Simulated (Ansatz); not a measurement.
**k/polar: the band gap up the ladder of functionals**

The task here is to estimate one member of a computed series from the others.

Code: Ansatz 0.2.0. PAW datasets, plane waves. (Calculated; spin-unpolarised; the phase may be known or hypothetical.)

## The structure to begin with

The cell was relaxed beforehand with r2SCAN.

Space group Pca2_1 (No. 29), orthorhombic; conventional cell a = 5.247 Å, b = 5.030 Å, c = 5.059 Å, 11.13 Å³ an atom. Hf has 7 O at 2.03–2.24 Å; O has 3 Hf at 2.03–2.14 Å; O has 4 Hf at 2.12–2.24 Å.

Coordinates:

```cif
data_structure
_symmetry_space_group_name_H-M 'P 1'
_symmetry_Int_Tables_number 1
_cell_length_a 5.2465
_cell_length_b 5.0304
_cell_length_c 5.0593
_cell_angle_alpha 90.000
_cell_angle_beta 90.000
_cell_angle_gamma 90.000
_cell_volume 133.52
loop_
_atom_site_label
_atom_site_type_symbol
_atom_site_fract_x
_atom_site_fract_y
_atom_site_fract_z
_atom_site_occupancy
Hf1 Hf 0.03251 0.26702 0.24109 1
Hf2 Hf 0.46749 0.26702 0.74109 1
Hf3 Hf 0.53251 0.73298 0.24109 1
Hf4 Hf 0.96749 0.73298 0.74109 1
O1 O 0.36703 0.07001 0.38077 1
O2 O 0.13297 0.07001 0.88077 1
O3 O 0.73217 0.46109 0.49114 1
O4 O 0.76783 0.46109 0.99114 1
O5 O 0.26783 0.53891 0.99114 1
O6 O 0.23217 0.53891 0.49114 1
O7 O 0.86703 0.92999 0.38077 1
O8 O 0.63297 0.92999 0.88077 1
```

Set-up of the first run:

input.yaml

```yaml
crystal:
  lattice:
    - [5.24650629, 0.0, 0.0]
    - [0.0, 5.030368924, 0.0]
    - [0.0, 0.0, 5.059299015]
  atoms:
    - { symbol: Hf, position: [0.0325089808, 0.2670184293, 0.2410876055] }
    - { symbol: Hf, position: [0.4674910192, 0.2670184293, 0.7410876055] }
    - { symbol: Hf, position: [0.5325089808, 0.7329815707, 0.2410876055] }
    - { symbol: Hf, position: [0.9674910192, 0.7329815707, 0.7410876055] }
    - { symbol: O, position: [0.3670347797, 0.0700141024, 0.3807674676] }
    - { symbol: O, position: [0.1329652203, 0.0700141024, 0.8807674676] }
    - { symbol: O, position: [0.7321736821, 0.461093307, 0.4911449269] }
    - { symbol: O, position: [0.7678263179, 0.461093307, 0.9911449269] }
    - { symbol: O, position: [0.2678263179, 0.538906693, 0.9911449269] }
    - { symbol: O, position: [0.2321736821, 0.538906693, 0.4911449269] }
    - { symbol: O, position: [0.8670347797, 0.9299858976, 0.3807674676] }
    - { symbol: O, position: [0.6329652203, 0.9299858976, 0.8807674676] }
kpoints:
  mp_grid: { grid: [6, 6, 6] }
  band_path:
    path:
      - [[0.0, 0.0, 0.0], [0.5, 0.0, 0.0], [0.5, 0.5, 0.0], [0.0, 0.5, 0.0], [0.0, 0.0, 0.0], [0.0, 0.0, 0.5], [0.5, 0.0, 0.5], [0.5, 0.5, 0.5], [0.0, 0.5, 0.5], [0.0, 0.0, 0.5]]
      - [[0.5, 0.0, 0.0], [0.5, 0.0, 0.5]]
      - [[0.0, 0.5, 0.0], [0.0, 0.5, 0.5]]
      - [[0.5, 0.5, 0.0], [0.5, 0.5, 0.5]]
    npoints: 10
hamiltonian:
  xc: pbe
scf:
  occupations: { method: fermi_dirac, width: 0.02 }
  n_extra_bands: 7
output:
  forces: true
  stress: true
  eigenvalues: true
```

Among the steps run: PBE bands along the symmetry lines; r2SCAN; Single point with HSE06; PBE+SOC at the same geometry; PBE0 at the same geometry.

One table of the session follows, with a row left open; its other results are not shown here.

| level | gap (eV) |
| --- | --- |
| PBE | ? |
| r2SCAN | 4.94 |
| HSE06 | 6.08 |
| PBE+SOC | 4.38 |
| PBE0 | 6.85 |

**Question.** Estimate the row for PBE.

As computed: gap (eV): 4.44. In the column «gap (eV)» it lies between PBE+SOC (4.38) and r2SCAN (4.94).

Meshes: PBE 6×6×6, r2SCAN 6×6×6, HSE06 4×4×4, PBE+SOC 6×6×6, PBE0 4×4×4

Against HSE06, PBE is short by 1.64 eV, at 73 % of it, and r2SCAN 81 %. PBE0 lies 0.77 eV above HSE06, which differs from it by screening the long-range exchange.

Limits of these values: Warnings in the runs' records: stress exchange threshold loose, stress scf threshold loose.
